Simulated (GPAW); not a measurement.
# GaN (F-43m) in GPAW: a series of runs

One crystal, GaN, is run at these levels: GLLB-SC, PBE+D3; tasks: band structure, equation of state.

Program: GPAW 26.7.0. These are calculated values, not measurements. Logs are shortened: lines on timing, memory, paths and dates and some standing lists are left out, and cuts for length are marked. The log counts tension as positive stress, the text compression.

**Experimental background.**

A printed reference work, textbook reports, for a bulk crystal of GaN at 0 K: band gap 3.299 eV (direct).

The results are compared with them further down.

### 1 The crystal as given

The structure is cubic, space group F-43m (No. 216). Conventional cell: a = 4.507 Å, b = 4.507 Å, c = 4.507 Å, α = 90.00°, β = 90.00°, γ = 90.00°. Ga (site symmetry -43m) has 4 N at 1.95 Å as nearest neighbours. Around N (site symmetry -43m) lie 4 Ga at 1.95 Å.

The cell is a database's computed one.

### 2 Band structure, GLLB-SC

File run.py:

```python
from ase.dft.bandgap import bandgap
from ase.io import read, write
from gpaw import GPAW, PW

atoms = read('POSCAR')

calc = GPAW(mode=PW(800),
            xc='GLLBSC',
            kpts={'size': (10, 10, 10), 'gamma': True},
            occupations={'name': 'fermi-dirac', 'width': 0.05},
            nbands=11,
            convergence={'density': 1e-05, 'energy': 1e-05},
            maxiter=150,
            txt='gpaw.txt')
atoms.calc = calc
energy = atoms.get_potential_energy()
calc.write('gs.gpw')
write('result.traj', atoms)
print('Fermi level:', round(calc.get_fermi_level(), 4), 'eV')
print(f'Gap: {bandgap(calc)[0]:.4f} eV, direct: {bandgap(calc, direct=True)[0]:.4f} eV')

path = atoms.cell.bandpath('GXWKGLUWLK,UX', npoints=100, eps=1e-4)
bs_calc = calc.fixed_density(kpts=path, symmetry='off', nbands=19,
                             convergence={'bands': 'CBM+6.0', 'eigenstates': 1e-6}, txt='bands.txt')
bs = bs_calc.band_structure()
bs.write('bs.json')
print(f'Gap on the path: {bandgap(bs_calc)[0]:.4f} eV')

homo, lumo = bs_calc.get_homo_lumo()
response = calc.hamiltonian.xc.response
dxc_pot = response.calculate_discontinuity_potential(homo, lumo)
ks_gap, dxc = bs_calc.hamiltonian.xc.response.calculate_discontinuity(dxc_pot)
print(f'Kohn-Sham gap {ks_gap:.4f} eV, discontinuity {dxc:.4f} eV, gap {ks_gap + dxc:.4f} eV')
```

File POSCAR:

```
GaN
1.0
    0.0000000000      2.2535006075      2.2535006075
    2.2535006075      0.0000000000      2.2535006075
    2.2535006075      2.2535006075      0.0000000000
Ga N
1 1
Direct
    0.0000000000      0.0000000000      0.0000000000
    0.2500000000      0.2500000000      0.2500000000
```

Potentials or basis: the program's PAW data sets (release 1.2.1) made for this functional, pw.

On the command line:

```sh
> OMP_NUM_THREADS=1 python run.py
```

gpaw.txt:

```text
___ ___ ___ _ _ _
 |   |   |_  | | | |
 | | | | | . | | | |
 |__ |  _|___|_____|  26.7.0
 |___|_|

Input parameters:
  convergence: {density: 1e-05,
                energy: 1e-05}
  kpts: {gamma: True,
         size: (10, 10, 10)}
  maxiter: 150
  mode: {ecut: 800.0,
         name: pw}
  nbands: 11
  occupations: {name: fermi-dirac,
                width: 0.05}
  xc: GLLBSC

System changes: positions, numbers, cell, pbc, initial_charges, initial_magmoms

Initialize ...

species:
  Ga:
    name:    Gallium
    Z:       31.0
    valence: 3
    core:    28
    charge:  0.0  # [|e|]
    compensation charges:
      type: gauss
      rc: 0.37  # [Å]
      lmax: 2
    cutoffs:
      filter: 2.06  # [Å]
      core: 4.02  # [Å]
    projectors
    | kind |    occ | energy [eV] | rcut [Å] |
    |------|--------|-------------|----------|
    |   4s |  2.000 |      -9.380 |    1.164 |
    |   4p |  1.000 |      -3.146 |    1.164 |
    |    s |        |      17.831 |    1.164 |
    |    p |        |      24.065 |    1.164 |
    |    d |        |       0.000 |    1.164 |

    Using partial waves for Ga as LCAO basis

  N:
    name:    Nitrogen
    Z:       7.0
    valence: 5
    core:    2
    charge:  0.0  # [|e|]
    compensation charges:
      type: gauss
      rc: 0.18  # [Å]
      lmax: 2
    cutoffs:
      filter: 1.11  # [Å]
      core: 0.96  # [Å]
    projectors
    | kind |    occ | energy [eV] | rcut [Å] |
    |------|--------|-------------|----------|
    |   2s |  2.000 |     -22.351 |    0.603 |
    |   2p |  3.000 |     -10.227 |    0.529 |
    |    s |        |       4.860 |    0.603 |
    |    p |        |      16.985 |    0.529 |
    |    d |        |       0.000 |    0.577 |

    Using partial waves for N as LCAO basis

Reference energy: -54319.485987  # eV

Spin-paired calculation

Convergence criteria:
 Maximum [total energy] change in last 3 cyles: 1e-05 eV / valence electron
 Maximum integral of absolute [dens]ity change: 1e-05 electrons / valence electron
 Maximum integral of absolute [eigenst]ate change: 4e-08 eV^2 / valence electron
 Maximum number of scf [iter]ations: 150
 (Square brackets indicate name in SCF output, whereas a 'c' in
 the SCF output indicates the quantity has converged.)

Symmetries present (total): 24

  ( 1  0  0)  ( 1  0  0)  ( 1  0 -1)  ( 1  0 -1)  ( 1 -1  0)  ( 1 -1  0)
  ( 0  1  0)  ( 0  0  1)  ( 0  1 -1)  ( 0  0 -1)  ( 0 -1  1)  ( 0 -1  0)
  ( 0  0  1)  ( 0  1  0)  ( 0  0 -1)  ( 0  1 -1)  ( 0 -1  0)  ( 0 -1  1)

  ( 0  1  0)  ( 0  1  0)  ( 0  1 -1)  ( 0  1 -1)  ( 0  0  1)  ( 0  0  1)
  ( 1  0  0)  ( 0  0  1)  ( 1  0 -1)  ( 0  0 -1)  ( 1  0  0)  ( 0  1  0)
  ( 0  0  1)  ( 1  0  0)  ( 0  0 -1)  ( 1  0 -1)  ( 0  1  0)  ( 1  0  0)

  ( 0  0 -1)  ( 0  0 -1)  ( 0 -1  1)  ( 0 -1  1)  ( 0 -1  0)  ( 0 -1  0)
  ( 1  0 -1)  ( 0  1 -1)  ( 1 -1  0)  ( 0 -1  0)  ( 1 -1  0)  ( 0 -1  1)
  ( 0  1 -1)  ( 1  0 -1)  ( 0 -1  0)  ( 1 -1  0)  ( 0 -1  1)  ( 1 -1  0)

  (-1  1  0)  (-1  1  0)  (-1  0  1)  (-1  0  1)  (-1  0  0)  (-1  0  0)
  (-1  0  1)  (-1  0  0)  (-1  1  0)  (-1  0  0)  (-1  1  0)  (-1  0  1)
  (-1  0  0)  (-1  0  1)  (-1  0  0)  (-1  1  0)  (-1  0  1)  (-1  1  0)

1000 k-points: 10 x 10 x 10 Monkhorst-Pack grid + [1/20,1/20,1/20]
47 k-points in the irreducible part of the Brillouin zone
       k-points in crystal coordinates                weights
   0:     0.00000000    0.00000000    0.00000000          1/1000
   1:     0.10000000    0.10000000    0.00000000          6/1000
   2:     0.10000000    0.10000000    0.10000000          8/1000
   3:     0.20000000    0.10000000    0.10000000         12/1000
   4:     0.20000000    0.20000000    0.00000000          6/1000
   5:     0.20000000    0.20000000    0.10000000         24/1000
   6:     0.20000000    0.20000000    0.20000000          8/1000
   7:     0.30000000    0.20000000    0.10000000         24/1000
   8:     0.30000000    0.20000000    0.20000000         24/1000
   9:     0.30000000    0.30000000    0.00000000          6/1000
          ...
  46:     0.50000000    0.50000000    0.50000000          4/1000

Wave functions: Plane wave expansion
  Cutoff energy: 800.000 eV
  Number of coefficients (min, max): 1156, 1243
  Pulay-stress correction: 0.000000 eV/Ang^3 (de/decut=0.000000)
  Using FFTW library
  ScaLapack parameters: grid=1x1, blocksize=None
  Wavefunction extrapolation:
    Improved wavefunction reuse through dual PAW basis

Occupation numbers: Fermi-Dirac:
  width: 0.0500  # eV

Eigensolver
   Davidson(niter=2)

Densities:
  Coarse grid: 21*21*21 grid
  Fine grid: 42*42*42 grid
  Total Charge: 0.000000

Density mixing:
  Method: separate
  Backend: msr1
  Linear mixing parameter: 0.05
  old densities: 10
  Width of damping distribution: 1.1
  Damping of long wavelength oscillations: 20

Hamiltonian:
  XC and Coulomb potentials evaluated on a 42*42*42 grid
  Using the GLLBSC Exchange-Correlation functional
  External potential:
    NoExternalPotential

XC parameters: GLLBSC functional being used consists of
  -----------------------------------------------------------------------
  | Weight | Module     | Description                                   |
  -----------------------------------------------------------------------
  |  1.000 | SCREENING  | GGA_X_PBE_SOL with 2 nearest neighbor stencil |
  |  1.000 | RESPONSE   | eps=0.0500 eV                                 |
  |  1.000 | XC         | GGA_C_PBE_SOL with 2 nearest neighbor stencil |
  -----------------------------------------------------------------------

Number of atoms: 2
Number of atomic orbitals: 8
Number of bands in calculation: 11
Number of valence electrons: 8
Bands to converge: occupied

... initialized

Initializing position-dependent things.

Density initialized from atomic densities
Creating initial wave functions:
  8 bands from LCAO basis set
  3 bands from random numbers

           N
       Ga

Atomic positions and initial magnetic moments

Positions:
   0 Ga     0.000000    0.000000    0.000000    ( 0.0000,  0.0000,  0.0000)
   1 N      1.126750    1.126750    1.126750    ( 0.0000,  0.0000,  0.0000)

Unit cell:
           periodic     x           y           z      points  spacing
  1. axis:    yes    0.000000    2.253501    2.253501    21     0.1239
  2. axis:    yes    2.253501    0.000000    2.253501    21     0.1239
  3. axis:    yes    2.253501    2.253501    0.000000    21     0.1239

  Lengths:   3.186931   3.186931   3.186931
  Angles:   60.000000  60.000000  60.000000

Effective grid spacing dv^(1/3) = 0.1352

iter:   1   -15.744734
iter:   2   -15.618327   -1.29  -0.49
iter:   3   -13.709381   -0.15  -0.52
iter:   4   -12.895628   -1.10  -0.68
iter:   5   -13.450855   -0.48  -1.19
iter:   6   -12.758984   -1.62  -1.11
iter:   7   -12.687048   -2.19  -1.54
iter:   8   -12.682854   -2.67  -2.07
iter:   9   -12.685275   -3.60  -2.66
iter:  10   -12.694955   -4.11  -2.58
iter:  11   -12.695626   -5.02  -3.58
iter:  12   -12.694121   -5.66  -3.41
iter:  13   -12.694576   -6.94  -3.49
iter:  14   -12.694814   -6.71  -3.91
iter:  15   -12.694786   -8.07c -4.75
iter:  16   -12.694759c  -9.18c -4.81
iter:  17   -12.694743c  -9.13c -5.46c

Converged after 17 iterations.

Dipole moment: (-0.972733, -0.972733, -0.972733) |e|*Ang

Energy contributions relative to reference atoms: (reference = -54319.485987)

Kinetic:        +30.403180
Potential:      -25.930515
External:        +0.000000
XC:             -17.388221
Entropy (-ST):   -0.000000
Local:           +0.220813
SIC:             +0.000000
--------------------------
Free energy:    -12.694743
Extrapolated:   -12.694743

GLLBSC response reference energy: 4.49391 eV (from HOMO)

Showing only first 2 kpts
 Kpt  Band  Eigenvalues  Occupancy
  0     2      4.49401    2.00000
  0     3      4.49401    2.00000
  0     4      6.64662    0.00000
  0     5     15.67988    0.00000

  1     2      4.20980    2.00000
  1     3      4.20982    2.00000
  1     4      7.72714    0.00000
  1     5     14.84772    0.00000

Fermi level: 5.46311

Gap: 2.153 eV
Transition (v -> c):
  (s=0, k=0, n=3, [0.00, 0.00, 0.00]) -> (s=0, k=0, n=4, [0.00, 0.00, 0.00])
No difference between direct/indirect transitions
Writing to gs.gpw (mode='')
```

bands.txt:

```text
___ ___ ___ _ _ _
 |   |   |_  | | | |
 | | | | | . | | | |
 |__ |  _|___|_____|  26.7.0
 |___|_|

Input parameters:
  convergence: {bands: CBM+6.0,
                eigenstates: 1e-06}
  gpts: [21 21 21]
  kpts: {cell: Cell([[0.0, 2.2535006075000004, 2.2535006075000004], [2.2535006075000004, 0.0, 2.2535006075000004], [2.2535006075000004, 2.2535006075000004, 0.0]]),
[... 208 lines left out ...]
  0     4      6.64663    0.00000
  0     5     15.67984    0.00000

  1     2      4.46104    2.00000
  1     3      4.46107    2.00000
  1     4      6.81716    0.00000
  1     5     15.57169    0.00000

Fermi level: 5.46311

Gap: 2.152 eV
Transition (v -> c):
  (s=0, k=0, n=3, [0.00, 0.00, 0.00]) -> (s=0, k=43, n=4, [0.00, 0.00, 0.00])
Direct/indirect transitions are different
Direct gap: 2.152 eV
Transition at: (s=0, k=43, n=3, [0.00, 0.00, 0.00])
```

Wall time 25 s (1 thread of AMD EPYC 7R13 (Zen 3), shared host); peak memory 0.22 GiB.

Results:

```
Band gap on the k mesh with the derivative discontinuity : 2.99 eV
Band gap of the Kohn-Sham levels                         : 2.15 eV
Derivative discontinuity                                 : 0.84 eV
```

Levels at the corners of the path, in eV from the valence-band top:
| point | band 1 | band 2 | band 3 | band 4 | band 5 | band 6 |
| --- | --- | --- | --- | --- | --- | --- |
| Γ | -15.88 | 0.00 | 0.00 | 0.00 | 2.15 | 11.19 |
| X | -13.20 | -5.74 | -2.43 | -2.43 | 4.12 | 7.40 |
| W | -13.12 | -5.18 | -3.49 | -3.21 | 6.89 | 9.00 |
| K | -13.21 | -5.38 | -3.91 | -1.95 | 5.75 | 8.48 |
| Γ | -15.88 | 0.00 | 0.00 | 0.00 | 2.15 | 11.19 |
| L | -13.85 | -6.49 | -0.87 | -0.87 | 5.27 | 9.35 |
| U | -13.21 | -5.38 | -3.91 | -1.95 | 5.75 | 8.48 |
| W | -13.12 | -5.18 | -3.49 | -3.21 | 6.89 | 9.00 |
| L | -13.85 | -6.49 | -0.87 | -0.87 | 5.27 | 9.35 |
| K | -13.21 | -5.38 | -3.91 | -1.95 | 5.75 | 8.48 |
| U | -13.21 | -5.38 | -3.91 | -1.95 | 5.75 | 8.48 |
| X | -13.20 | -5.74 | -2.43 | -2.43 | 4.12 | 7.40 |

Caveat: the GLLB-SC gap is the Kohn-Sham gap of the path plus the derivative discontinuity; a model potential gives levels but no total energy.

### 3 Equation of state, PBE+D3

File run.py:

```python
from ase.calculators.mixing import SumCalculator
from ase.eos import EquationOfState
from ase.io import Trajectory
from ase.spacegroup import crystal
from ase.units import GPa
from dftd3.ase import DFTD3
from gpaw import GPAW, PW

# Ga 4a
# N 4d
atoms = crystal(['Ga', 'N'],
                basis=[[0.0, 0.0, 0.0],
                       [0.25, 0.25, 0.75]],
                spacegroup=216, setting=1,  # F-43m
                cellpar=[4.50700122, 4.50700122, 4.50700122, 90.0, 90.0, 90.0],
                primitive_cell=True)

traj = Trajectory('eos.traj', 'w')
volumes, energies = [], []
for x in [0.94, 0.96, 0.98, 1.0, 1.02, 1.04, 1.06]:
    a = atoms.copy()
    a.set_cell(atoms.cell * x**(1 / 3), scale_atoms=True)
    calc = GPAW(mode=PW(800),
                xc='PBE',
                kpts={'size': (10, 10, 10), 'gamma': True},
                occupations={'name': 'fermi-dirac', 'width': 0.05},
                nbands=11,
                convergence={'density': 1e-05, 'energy': 1e-05},
                maxiter=150,
                txt=f'eos-{x:.2f}.txt')
    a.calc = SumCalculator([calc, DFTD3(method='pbe', damping='d3zero')])
    energies.append(a.get_potential_energy())
    volumes.append(a.get_volume())
    p = -a.get_stress()[:3].mean() / GPa
    calc.write(f'eos-{x:.2f}.gpw')
    traj.write(a)
    print(f'{x:.2f} {volumes[-1]:10.4f} A^3 {energies[-1]:14.6f} eV {p:9.3f} GPa', flush=True)

v0, e0, B = EquationOfState(volumes, energies, eos='birchmurnaghan').fit()
print(f'V0 = {v0:.4f} A^3, E0 = {e0:.6f} eV, B0 = {B / GPa:.2f} GPa')
```

Potentials or basis: GPAW PAW data sets (gpaw-data 1.2.1), pw.

On the command line:

```sh
> OMP_NUM_THREADS=1 python run.py
```

Run time: 52 s. Hardware: 1 thread of Intel Xeon 6975P-C (Granite Rapids), shared host; peak memory 0.25 GiB.

The run converged. Its results:

| Item | Value |
| --- | --- |
| Equilibrium volume | 12.00 Å³/atom |
| Bulk modulus | 189 GPa |
| Pressure derivative of the bulk modulus | 4.8 (rough: it moves with the points fitted) |

Energy against volume, from the lowest point:
| volume (Å³/atom) | energy (meV/atom) |
| --- | --- |
| 10.757 | 93.64 |
| 10.986 | 59.66 |
| 11.215 | 34.23 |
| 11.444 | 16.32 |
| 11.673 | 5.14 |
| 11.902 | 0.00 |
| 12.131 | 0.35 |

Caveat: the data sets keep Ga 3d, Li 1s and Be 1s frozen, and some such compounds lay over 1.5 % in volume off other programs.

### 4 Against experiment

Step 2. A measured gap of GaN is 3.299 eV (direct; 0 K; a printed reference work, textbook); the calculated 2.99 eV misses it by -0.31 eV. Spin-orbit coupling on Ga is left out. The value is that of GLLB-SC, without temperature or zero-point motion. The cell is a database's relaxed one, not the measured one, which moves gaps too.
